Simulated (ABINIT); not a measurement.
# BaS: band structure with PBEsol

**Experimental background.**

A printed reference work, monograph, original work of 1988 reports, for a bulk crystal of BaS at 2 K: band gap 3.806 eV (indirect).

BaS:

```
Ba S
1.0
     0.00000    3.19375    3.19375
     3.19375    0.00000    3.19375
     3.19375    3.19375    0.00000
Ba S
1 1
Direct
  0.00000 0.00000 0.00000
  0.50000 0.50000 0.50000
```

```yaml
Program: ABINIT 10.8.3 (patched build)
Task: band structure
Functional: PBEsol
Potentials_or_basis: PseudoDojo NC SR PBEsol v0.4 stringent
Cutoff: 762 eV
k_mesh: 7 × 7 × 7
Occupations: fermi-dirac, width 0.05 eV
Spin: no spin polarisation
```

* Pressure: -0.9 GPa
* Band gap on the k mesh: 2.08 eV, indirect (least direct gap 2.22 eV)
* Band gap along the path: 2.02 eV, indirect (least direct gap 2.15 eV)
* Valence electrons inside the program's atomic spheres: Ba 5.26; S 3.90

Levels at the corners of the path, in eV from the valence-band top:
```csv
point,band 5,band 6,band 7,band 8,band 9,band 10,band 11,band 12
Γ,-10.32,0.00,0.00,0.00,3.44,3.82,3.82,3.82
X,-10.23,-0.51,-0.13,-0.13,2.02,5.94,5.96,7.53
W,-9.67,-1.12,-0.49,-0.49,4.21,4.21,6.28,6.83
K,-9.71,-0.95,-0.60,-0.53,3.21,5.89,6.58,6.74
Γ,-10.32,0.00,0.00,0.00,3.44,3.82,3.82,3.82
L,-9.06,-1.96,-1.07,-1.07,5.50,5.50,6.31,6.31
U,-9.71,-0.95,-0.60,-0.53,3.21,5.89,6.58,6.74
W,-9.67,-1.12,-0.49,-0.49,4.21,4.21,6.28,6.83
L,-9.06,-1.96,-1.07,-1.07,5.50,5.50,6.31,6.31
K,-9.71,-0.95,-0.60,-0.53,3.21,5.89,6.58,6.74
```

Wall time 3 min on 1 thread of Arm Neoverse V1 (shared host), peak memory 0.18 GiB.

Measured gap of BaS: 3.806 eV (indirect; 2 K; a printed reference work, monograph, original work of 1988). This calculation gives 2.02 eV (-1.78 eV). Spin-orbit coupling on Ba is left out. The value is that of PBEsol, without temperature or zero-point motion. Semilocal functionals fall short of measured gaps as a rule.

Caveat: spin-orbit coupling is left out, which moves the levels of the heavy elements.
